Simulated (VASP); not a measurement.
MgS (distorted zincblende): one PBE single-point calculation in two programs

```
Mg S
1.0
     0.07590    2.86710    2.88670
     2.92800    0.02560    2.93700
     2.89940    2.88880    0.05420
Mg S
1 1
Cartesian
  3.0120 5.7276 2.9808
  1.4380 1.4597 1.4515
```

The two codes use different PAW datasets and cutoffs. VASP's cell holds 8 valence electrons and Ansatz's 16. Ansatz's stress includes a Pulay correction; VASP's doesn't.

Cutoffs: 520 eV in VASP, 420 eV in Ansatz. k meshes: 6×6×6 and 6×6×6.

```json
{"": "gap between bands v and c on the k mesh", "VASP": "3.08 eV", "Ansatz": "3.09 eV"}
{"": "least direct gap on the k mesh", "VASP": "3.08 eV", "Ansatz": "3.09 eV"}
{"": "pressure", "VASP": "-1.2 GPa", "Ansatz": "-1.1 GPa"}
{"": "largest force", "VASP": "0.47 eV/Å", "Ansatz": "0.47 eV/Å"}
```

Forces (eV/Å), VASP:

```json
{"atom": "Mg", "Fx": "-0.311", "Fy": "0.338", "Fz": "-0.105"}
{"atom": "S", "Fx": "0.311", "Fy": "-0.338", "Fz": "0.105"}
```

Ansatz:

| atom | Fx | Fy | Fz |
| --- | --- | --- | --- |
| Mg | -0.311 | 0.339 | -0.105 |
| S | 0.311 | -0.339 | 0.105 |
